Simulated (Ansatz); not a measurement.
**HfN: course of a relaxation**

Method: DFT PBE, scalar-relativistic, plane waves, PAW (Ansatz 0.2.0). (420 eV cutoff, 16×16×16 k-mesh, Gaussian smearing of 0.10 eV, no spin polarisation)

What was changed: relaxed at 3 GPa.

A cell with an odd number of electrons and no spin polarisation is a metal by construction and may be lower with spin. Spin–orbit coupling is left out, which can shift energies with elements as heavy as these.

Command:

```bash
ansatz run input.yaml --threads 1 --pin off --max-ram 2560MiB --backend cpu --events-out ev --progress --plain --runs-dir out
```

Input:

```yaml
crystal:
  lattice:
    - [0.0, 2.2525667703, 2.2525667703]
    - [2.2525667703, 0.0, 2.2525667703]
    - [2.2525667703, 2.2525667703, 0.0]
  atoms:
    - { symbol: Hf, position: [0.0, 0.0, 0.0] }
    - { symbol: "N", position: [0.5, 0.5, 0.5] }
basis:
  ecutwfc: 420
kpoints:
  mp_grid: { grid: [16, 16, 16] }
hamiltonian:
  xc: pbe
scf:
  occupations: { method: gaussian, width: 0.1 }
output:
  forces: true
  stress: true
  eigenvalues: true
relax:
  adjacent_minimum: "off"
  f_tol: 0.008
  max_steps: 50
  cell: { stress_tol: 0.08, p_target: 3.0 }
```

F is the free energy. Steps run on the plane waves of an earlier cell, but the last one, and at times one on the way, on a freshly chosen basis, so a repeated geometry can differ a little in energy. The relaxation lowers the enthalpy F + PV at the target pressure, so F itself can rise.

Steps:

| step | F − F(1) (eV) | largest force component (eV/Å) | V (Å³/atom) | P (GPa) |
| --- | --- | --- | --- | --- |
| 1 | 0.0000 | 0.000 | 11.430 | 7.91 |
| 2 | -0.0136 | 0.000 | 11.729 | 0.54 |
| 3 | -0.0120 | 0.000 | 11.627 | 2.93 |
| 4 | -0.0133 | 0.000 | 11.627 | 3.01 |

Relaxed structure:

```yaml
crystal:
  lattice:
    - [0.00000, 2.26547, 2.26547]
    - [2.26547, 0.00000, 2.26547]
    - [2.26547, 2.26547, 0.00000]
  atoms:
    - { symbol: Hf, position: [0.00000, 0.00000, 0.00000] }
    - { symbol: N, position: [0.50000, 0.50000, 0.50000] }
```

It takes space group Fm-3m (No. 225, cubic). The conventional cell has a = 4.531 Å, b = 4.531 Å, c = 4.531 Å, α = 90.00°, β = 90.00°, γ = 90.00°. Hf (site symmetry m-3m) is surrounded by 6 N at 2.27 Å. N (site symmetry m-3m) has 6 Hf at 2.27 Å as nearest neighbours.

The run converged. The run took 16 s on 1 thread of Intel(R) Xeon(R) Processor @ 2.70GHz (shared host), peak memory 0.4 GiB.